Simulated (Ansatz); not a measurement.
Ga in Ansatz: the effect of functional

The system is Ga.

```
Ga
1.0
     1.44027   -4.03772    0.00000
     1.44027    4.03772    0.00000
     0.00000    0.00000    3.14872
Ga
2
Direct
  0.13300 0.86700 0.75000
  0.86700 0.13300 0.25000
```

This isn't the form of Ga at room conditions, which is orthorhombic.

The cell isn't the ideal one: volume scaled by 0.98.

Alike in all runs:

```yaml
Program: Ansatz 0.2.0
Task: single point
Potentials_or_basis: Ansatz PAW
k_mesh: 10 × 10 × 8
Occupations: fermi-dirac, width 0.05 eV
Spin: no spin polarisation
```

```csv
functional,cutoff,pressure (GPa),largest force (eV/Å)
LDA,420 eV (not typed: the program's choice for these potentials),-3.1,0.21
PBEsol,420 eV (not typed: the program's choice for these potentials),?,?
r2SCAN,500 eV (not typed: the program's choice for these potentials),-0.5,0.25
```

Task: What does the run with functional PBEsol give?

Result: Pressure -1.0 GPa; largest force 0.22 eV/Å.

Caveats: the PAW data sets come from PBE, with cores solved anew for the run's functional, which leaves a small shift of forces and pressure.
